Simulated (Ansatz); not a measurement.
**How far is this HfC from the hull?**

These are results of DFT PBE, scalar-relativistic, plane waves, PAW (Ansatz 0.2.0), not measurements. Settings: cutoff 420 eV, Γ-centred meshes spaced at most about 0.3 Å⁻¹, and about 0.25 Å⁻¹ or finer for metals (2π included), Gaussian smearing. No spin polarisation.

Formation energies are uncorrected and refer to the elements' standard structures at the same level.

All energies are static (0 K, no zero-point motion). These runs have no spin–orbit coupling, which can matter for Hf. The reference form of C is held partly by dispersion forces, which this level lacks.

The competitors are the elements and 1 reference phase of this chemical system (from databases or known types: HfC), relaxed at the same level; other known phases may be missing.

The candidate was reached from: ordered vacancies on the cation sites of antifluorite.

```
Hf C
1.0
     0.00000    2.52228    2.52228
     2.52228    0.00000    2.52228
     2.52228    2.52228    0.00000
Hf C
1 1
Cartesian
  3.7834 3.7834 3.7834
  0.0000 0.0000 0.0000
```

Q: Is it stable, and against what?

A: Not the lowest form: another structure of the same formula lies lower. Its formation energy is -0.283 eV/atom. The lowest competing phase at this composition is this:

```tsv
phase	space group	source	share of atoms	ΔE_f (eV/atom)
HfC	Fm-3m (No. 225)	Materials Project	1.0000	-0.918
```

The candidate lies 0.64 eV/atom above this phase. The candidate matches no cell in the subsets of the Crystallography Open Database and the Materials Project at hand. A phase this far over the hull is unlikely to be made. It has the zinc blende type.
